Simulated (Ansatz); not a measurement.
The system is Re.

```
Re
1.0
     2.76639    0.00000    0.00000
    -1.38319    2.39576    0.00000
     0.00000    0.00000    8.93885
Re
4
Direct
  0.66667 0.33333 0.75000
  0.00000 0.00000 0.50000
  0.33333 0.66667 0.25000
  0.00000 0.00000 0.00000
```

Program: Ansatz 0.2.0. Alike in all runs: task band structure; potentials or basis Ansatz PAW; cell as given; k mesh 11 × 11 × 3; cutoff (eV) 420; smearing fermi-dirac 0.05 eV.

Problem. Order these runs on this cell by their pressure, lowest first.
A. level PBEsol; spin SOC, no magnetisation
B. level BLYP; spin off
C. level LDA; spin SOC, no magnetisation

Solution. C (-11.8 GPa), A (-6.1 GPa), B (16.9 GPa).

Caveats: the PAW data sets come from PBE, with cores solved anew for the run's functional, which leaves a small shift of forces and pressure; so large a pressure means that the cell lies far from this level's equilibrium, or that cutoff or potentials fall short (some runs).

Runs at the PBE level aren't shown here.
